## Results and discussion

### The spectrum and the question

The loss function $L(\omega)=-\mathrm{Im}\,[1/\varepsilon(\omega)]=\varepsilon_2/(\varepsilon_1^2+\varepsilon_2^2)$ measures how strongly a fast electron loses the energy $\hbar\omega$ in a crystal whose dielectric function is $\varepsilon=\varepsilon_1+i\varepsilon_2$. The table is one such spectrum, for zincblende GaAs on LDA states, read at energies about 1 eV apart. The two lowest rows are withheld. The question is what $L$ does there, far below the main peak.

Loss function of zincblende GaAs from Yambo 5.3.0: linear response in the optical limit with a Hartree kernel, on Quantum ESPRESSO LDA states without spin-orbit coupling or quasiparticle correction. The field is along z, with an 8×8×8 k-mesh, 29 bands in the sums, a 1 Ry screening block, 0.1 eV damping and PseudoDojo 0.4.1 SR LDA standard potentials (wave cutoff 1088 eV).

```tsv
row	loss function	loss energy (eV)
1	?	?
2	?	?
3	0.026	2.013
4	0.057	3.020
5	0.033	4.027
6	0.118	5.034
7	0.058	6.040
8	0.102	7.047
9	0.227	8.054
10	0.267	9.060
11	0.213	10.270
12	0.784	11.280
13	0.546	12.280
14	1.443	13.290
15	1.887	14.300
16	3.300	15.300
17	1.983	16.310
18	1.713	17.320
19	1.670	18.320
20	0.967	19.330
21	1.027	20.340
22	1.128	21.340
23	0.517	22.350
24	0.661	23.360
25	0.560	24.360
26	0.446	25.370
27	0.295	26.380
28	0.364	27.380
29	0.563	28.390
30	0.442	29.400
```

### Row 16: the valence plasmon

$L$ is large where $|\varepsilon|$ is small, and for free electrons $\varepsilon_1$ passes through zero at the plasma frequency, $\omega_p^2=ne^2/(\varepsilon_0 m)$, with $n$ the electron density. The eight $s$ and $p$ valence electrons of the cell give 15.6 eV, which is 2% above the computed maximum at 15.30 eV. Counting the filled $3d$ shells as well gives 29.2 eV, nearly twice the computed value. The numbers therefore identify row 16 as the collective oscillation of the $sp$ electrons, and its position depends mainly on their density.

A damped free-electron (Drude) curve, with peak energy $W$ and width $\Gamma$ fitted to the known rows below 20 eV, reproduces the shape only roughly. It lies above every row from 3 to 15 and below every row beyond 20 eV, there by factors of 1.2 to 4.3. Transitions out of the Ga $3d$ shell may feed that tail, which is a guess that the table cannot assign to any row; LDA also binds that shell too weakly, so its onset lies lower than in the real crystal. The response sums run over 29 bands with a Hartree kernel and a screening block of only 1 Ry, so local fields are barely included (they move the static constant from 98.47 to 98.36), and the convergence of the tail with either setting is untested. The excess on the low side is at least partly a property of the fit: one width has to cover the broad high side of the peak as well, and that width puts too much damping below it. Stronger screening in the crystal is not the reason at the lowest energies, where the Drude $|\varepsilon|$ itself grows without limit.

Two smooth continuations towards zero energy are available. The Drude curve falls as $\Gamma\omega/W^2$, and a power law through rows 3 to 11 falls with exponent 1.4, the rows scattering about it by a factor of 1.5. Both vanish at zero energy, and both ignore whatever absorbs below 2 eV.

### What the calculation holds below 2 eV

The same calculation gives a gap of 0.28 eV and a static dielectric constant of 98.4, against measured values of very roughly 1.5 eV and 11 (rough recalled figures). The small gap is the known LDA underestimate, and spin-orbit coupling, which is absent here, would narrow it further. Both withheld rows thus describe this level of theory and these settings, not real GaAs.

Theory suggests why the static value is so large. A vertical transition of energy $E$ contributes to $\varepsilon_1(0)$ in proportion to $|p|^2/E^3$, with $p$ the momentum matrix element, so a very small gap is heavily amplified. On an $8\times8\times8$ mesh the zone-centre point stands for $1/512$ of the zone, although the gap stays that small only in a much smaller region. No second mesh tests this, but it would turn the absorption edge into one sharp, overweighted line, in keeping with the absorption peak of height 86.3 that the calculation finds at 0.2013 eV, just below the gap, on the point of its energy grid nearest to it.

The model keeps that line and lumps all other transitions into one oscillator:

$$\varepsilon(\omega)=1+A\,f(\omega;E_g)+B\,f(\omega;E_P),\qquad f=\frac{1}{E-\hbar\omega-i\gamma}+\frac{1}{E+\hbar\omega\mp i\gamma}.$$

Here $E_g$ is the gap, $\gamma$ the line width and $E_P=\hbar\omega_p/\sqrt{\varepsilon_b-1}$ the Penn energy of a background with static value $\varepsilon_b$. The strengths $A$ and $B$ are fixed by the static constant and the height of the absorption peak; no row of the loss table enters.

The width is the damping set in the run, 0.1 eV; the sign in the second term is a guess. The lower sign is the retarded (causal) response, whose $\varepsilon_2$ vanishes at zero energy; the upper sign is the time-ordered response of many-body theory, whose $\varepsilon_2$ does not. With $\gamma=0.10$ eV the retarded form leaves a background of only 3.8, too small for a crystal like GaAs, while the time-ordered form leaves 16.0. The time-ordered form is adopted for that reason.

### Forecasts

The known energies are whole multiples of 0.2013 eV, mostly five multiples apart. Counting back from row 3 puts row 1 at 0.000 eV and row 2 at 1.007 eV, either possibly one step higher.

For row 1, each time-ordered oscillator has $\varepsilon_2/\varepsilon_1=\gamma/E$ at zero energy. Splitting the static constant into the gap line and the background, with $E_P=4.0$ eV,

$$\varepsilon_2(0)=(98.4-16.0)\,\frac{0.10}{0.2795}+(16.0-1)\,\frac{0.10}{4.0}\approx 30,\qquad L(0)=\frac{30}{98.4^2+30^2}=0.0028 .$$

The range needs no model: for fixed $\varepsilon_1$, $L$ is largest when $\varepsilon_2=\varepsilon_1$, so $L(0)\le 1/(2\varepsilon_1)=0.0051$. The forecast is the lowest value of the table, about 0.003, in the range 0 to 0.005. A retarded response would give exactly zero.

For row 2 the energy lies above the gap line, and an oscillator driven above its resonance responds out of phase, so it subtracts from $\varepsilon_1$. The model gives $\varepsilon=9.5+3.6i$, a real part well under the static background, and $L=3.6/(9.5^2+3.6^2)=0.035$. Most of the imaginary part is the Lorentzian wing of the gap line, since the background gives only about 0.4, close to its zero-energy term above. That wing raises the loss by a larger factor than the weaker screening does, so in the model row 2, like row 1, largely reflects the width and weight of the gap line.

The forecast for row 2 is about 0.04, in the range 0.015 to 0.12, above both smooth extrapolations and probably above row 3. The range is wide because $\varepsilon_1$ is a difference of two uncertain terms, and a near cancellation would overshoot even the upper limit. The model also holds no transitions between its two oscillators. On row 3, which it never saw, it fails, probably for that reason, returning less than a sixth of the table's 0.026.

### The computed rows

The withheld rows as computed:

```tsv
row	loss function	loss energy (eV)
1	0.003	0.000
2	0.029	1.007
```

Both energies fall on the forecast grid points, which tests only the counting. Row 1 is 0.003, the lowest of the table, and differs from the model's 0.0028 by less than the rounding of the last digit. A nonzero loss at zero energy is what a time-ordered form gives and a retarded one does not, so the row supports the guessed sign. It represents a line width leaking to zero energy, not a loss process of the crystal.

The agreement should not be read as precision. The static constant already confined the value to a window only 0.005 wide, and the table has one significant figure here. Among the time-ordered widths scanned, 0.07 eV rounds to 0.002 and 0.15 eV to 0.004, so the row is consistent with the damping of the run and tests the model no more finely than that.

Row 2 is 0.029, inside the range but low: 0.011 under the stated forecast and 0.006 under the model's own value. The direction held. The row is 3.3 times the power-law value of 0.0088, more than the scatter of the fitted rows, though not decisively, since an extrapolation below them also carries the uncertainty of the exponent, and it lies slightly above a Drude curve that overshoots the next thirteen rows. The analysis output below lists the residuals and the scan of widths.

The margin over row 3 is only 0.003, smaller than the zigzags among rows 3 to 7, so that part of the forecast is a weak hit. The low miss has the sign expected from what the model leaves out: transitions near 2 eV would add to $\varepsilon_1$ at 1 eV and offset part of the cancellation. That is an argument, not a result. At the width of the run the retarded form gives 0.071 for row 2, further from the table than the time-ordered 0.035, but the value moves so much with the width in the scan that this is only weak support for the sign.

For an $sp$-bonded semiconductor such as this one, a computed plasmon energy can be checked against the $sp$ electron density, whereas the low-energy end should be checked against the static dielectric constant of the same run. Where that constant is far from the measured one, the loss within a few gap energies of zero follows the gap, the mesh and the line width, and should not be used until a denser mesh leaves it unchanged.

Output of the analysis:

```
peak: row 16, 15.30 eV, L=3.300; cell 45.19 A^3; rounding of L 0.0005
plasma energy 8 e: 15.62 eV (+2.1%); 28 e: 29.23 eV (+91%)
Drude fit below 20 eV: W=15.96 eV, width=6.04 eV, height 2.64, rms 0.305
table minus Drude (row:residual):
  3:-0.023 4:-0.020 5:-0.075 6:-0.027 7:-0.132 8:-0.145 9:-0.095
  10:-0.158 11:-0.391 12:-0.046 13:-0.612 14:-0.185 15:-0.315 16:+0.675
  17:-0.571 18:-0.341 19:+0.167 20:-0.106 21:+0.251 22:+0.550 23:+0.076
  24:+0.317 25:+0.285 26:+0.222 27:+0.110 28:+0.209 29:+0.432 30:+0.330
worst fitted row 16; above 20 eV table/Drude 1.2 to 4.3
f-sum electrons per cell: 4.68 to 19.33 eV, 7.76 to 29.40 eV
power law rows 3-11: exponent 1.39, scatter factor 1.54
grid step 0.20135 eV, worst misfit 0.0042 eV; usual spacing 5 steps, largest 6
two oscillators (width assumed): background eps, Penn energy, L at forecast energies
  time-ordered width 0.07 eV: 11.1, 4.9 eV, 0.0022, 0.1130
  time-ordered width 0.10 eV: 16.0, 4.0 eV, 0.0028, 0.0352
  time-ordered width 0.15 eV: 16.7, 3.9 eV, 0.0038, 0.0464
  time-ordered width 0.20 eV: 18.7, 3.7 eV, 0.0044, 0.0428
  retarded width 0.07 eV: 2.4, 13.2 eV, 0.0000, 0.0342
  retarded width 0.10 eV: 3.8, 9.4 eV, 0.0000, 0.0711
  retarded width 0.15 eV: -4.8, 15.6 eV, 0.0000, 0.0142
  retarded width 0.20 eV: -15.2, 15.6 eV, 0.0000, 0.0070
check on row 3: two oscillators 0.0041, Drude 0.0492, power 0.0231, table 0.026
upper bound on L at zero energy 1/(2 eps1) = 0.0051; at 0.2013 eV 1/eps2 = 0.0116
row 1 forecast: energy 0.000 eV (up to +0.201); eps 98.4+29.8i; L 0.0028, range 0.000-0.005
  smooth extrapolations: Drude 0.0000, power law 0.0000
  computed: energy 0.000 eV (miss +0.000), L 0.003 (miss +0.0002), in range: yes
  computed minus Drude +0.0030, minus power +0.0030; ratio to row 3 0.12; model at computed energy 0.0028
row 2 forecast: energy 1.007 eV (up to +0.201); eps 9.5+3.6i; L 0.0352, range 0.015-0.120
  smooth extrapolations: Drude 0.0240, power law 0.0088
  computed: energy 1.007 eV (miss +0.000), L 0.029 (miss -0.0062), in range: yes
  computed minus Drude +0.0050, minus power +0.0202; ratio to row 3 1.12; model at computed energy 0.0352
```
